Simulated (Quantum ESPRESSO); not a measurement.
TiO2:

```
Ti O
1.0
     4.59984    0.00000    0.00000
     0.00000    4.59984    0.00000
     0.00000    0.00000    2.95921
Ti O
2 4
Direct
  0.00000 0.00000 0.50000
  0.50000 0.50000 0.00000
  0.30432 0.30432 0.50000
  0.19568 0.80432 0.00000
  0.80432 0.19568 0.00000
  0.69568 0.69568 0.50000
```

The cell is a database's computed one.

Base run:

```yaml
Program: Quantum ESPRESSO 7.5
Functional: PBEsol
Potentials_or_basis: GBRV 1.5 PBEsol
Cutoff: 612 eV
Density_cutoff: 4898 eV
k_mesh: 6 × 6 × 9
Occupations: fermi-dirac, width 0.05 eV
Spin: no spin polarisation
```

Its results: band gap on the k mesh 1.83 eV, direct; pressure -2.5 GPa; largest force 0.061 eV/Å.

The run is repeated on the same cell with these changes: functional from PBEsol to LDA; potentials or basis from GBRV 1.5 PBEsol to GBRV 1.5 LDA. What comes out?

Band gap on the k mesh 1.78 eV, direct; pressure -8.3 GPa; largest force 0.111 eV/Å.
